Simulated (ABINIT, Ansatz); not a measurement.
Given: the input of a run of ABINIT 10.8.3 (patched build) on Al. Atoms were shifted at random by some hundredths of an Å from the given cell, which wasn't relaxed again for these runs. This isn't the form of Al at room conditions, which is fcc.

run.abi

```
pp_dirpath "./"
pseudos "Al.GGA_PBE-JTH.xml"

acell 3*1.0
rprim
     8.5920744626     0.0000000000     0.0000000000
    -4.2960466799     7.4409477938     0.0000000000
     0.0000000000     0.0000000000     5.2041734664
ntypat 1
znucl 13
natom 2
typat 1 1
xred
     0.3331430000     0.6604680000     0.4902950000
     0.6668740000     0.3456110000     0.5072180000
chkprim 0
chksymtnons 0
tolsym 1.0e-6

ecut 15.0
pawecutdg 30.0
pawxcdev 0

kptopt 1
ngkpt 7 7 10
nshiftk 1
shiftk 0.0 0.0 0.0

ixc 11

nband 7
occopt 3
tsmear 0.05 eV

nstep 100
tolvrs 1.0e-9

iomode 3
prtwf 0
prteig 0
prtebands 0
enunit 2
prtden 1
prtvha 1
prtvclmb 1
prtpot 1
```

Potentials or basis: JTH PAW PBE v2.0.

Command:

```sh
$ abinit run.abi > log 2>&1
```

Set up the same calculation for Ansatz 0.2.0. Potentials or basis there: Ansatz PAW, cutoff 420 eV.

As run (cutoffs and basis follow the program's own potentials, and thresholds, step limits or extra output files can differ):

The input input.yaml:

```yaml
crystal:
  lattice:
    - [4.54673, 0.0, 0.0]
    - [-2.27337, 3.93758, 0.0]
    - [0.0, 0.0, 2.75393]
  atoms:
    - { symbol: Al, position: [0.333143, 0.660468, 0.490295] }
    - { symbol: Al, position: [0.666874, 0.345611, 0.507218] }
hamiltonian:
  xc: pbe
  pseudopotentials: { kind: paw }
kpoints:
  mp_grid: { grid: [7, 7, 10] }
scf:
  occupations: { method: fermi_dirac, width: 0.05 }
output:
  forces: true
  stress: true
  eigenvalues: true
  write_density: true
  write_potential: true
  elf: true
  volumetric_format: npy
```

Potentials or basis: Ansatz PAW.

The run is started by

```console
$ ansatz run input.yaml --threads 1 --pin off --max-ram 3584MiB --backend cpu --events-out ev --progress --plain --runs-dir out
```

Both were run:

|  | ABINIT | Ansatz |
| --- | --- | --- |
| Pressure | 0.0 GPa | 0.1 GPa |
| Largest force | 0.498 eV/Å | 0.495 eV/Å |
| Energy over the undisturbed cell | 9.7 meV/atom | 9.6 meV/atom |

Ansatz's pressure holds a Pulay term of +0.04 GPa for its cutoff of 420 eV, which the other run lacks.

Where Ansatz's input types no cutoff or centring, it takes its own default and a Γ-centred mesh.

Pressure is positive in compression.
